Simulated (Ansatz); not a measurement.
**ZnTe: pressure series**

The parent structure is ZnTe in the zinc blende structure (space group F-43m, No. 216; a = 6.115 Å).

Cell and atoms are relaxed at each pressure.

Computed with Kohn–Sham DFT with the r2SCAN functional, run in Ansatz (an electronic-structure program) with PAW and 500 eV plane waves, no spin-orbit coupling, earlier PAW set.

```json
[
 {"pressure (GPa)": "-2", "volume per atom (Å³/atom)": "29.882"},
 {"pressure (GPa)": "-1", "volume per atom (Å³/atom)": "29.192"},
 {"pressure (GPa)": "0", "volume per atom (Å³/atom)": "28.578"},
 {"pressure (GPa)": "3", "volume per atom (Å³/atom)": "27.101"},
 {"pressure (GPa)": "7", "volume per atom (Å³/atom)": "?"},
 {"pressure (GPa)": "15", "volume per atom (Å³/atom)": "23.527"},
 {"pressure (GPa)": "50", "volume per atom (Å³/atom)": "19.078"},
 {"pressure (GPa)": "75", "volume per atom (Å³/atom)": "17.439"},
 {"pressure (GPa)": "100", "volume per atom (Å³/atom)": "16.278"}
]
```

Question: Fit the third-order Birch–Murnaghan form P(V) = (3B₀/2)[(V₀/V)^(7/3) − (V₀/V)^(5/3)]·[1 + (3/4)(B₀′ − 4)((V₀/V)^(2/3) − 1)] (squares taken in P) to the rows shown and predict the withheld row.

Answer: Least squares on the printed values gives V₀ = 28.584 Å³/atom, B₀ = 50.0 GPa, B₀′ = 4.4; this predicts 25.613 Å³/atom, and the run gives 25.606 Å³/atom, 0.007 lower.

Load acts through the strain it causes; cell and atoms are relaxed under it. Whether these cells are dynamically stable was not tested. Measured, ZnTe leaves this structure (for cinnabar) near 9.5 GPa (temperature not stated; as listed in Datta, Sujoy, Jana, Debnarayan, arXiv (2020)), on rising pressure, with hysteresis.
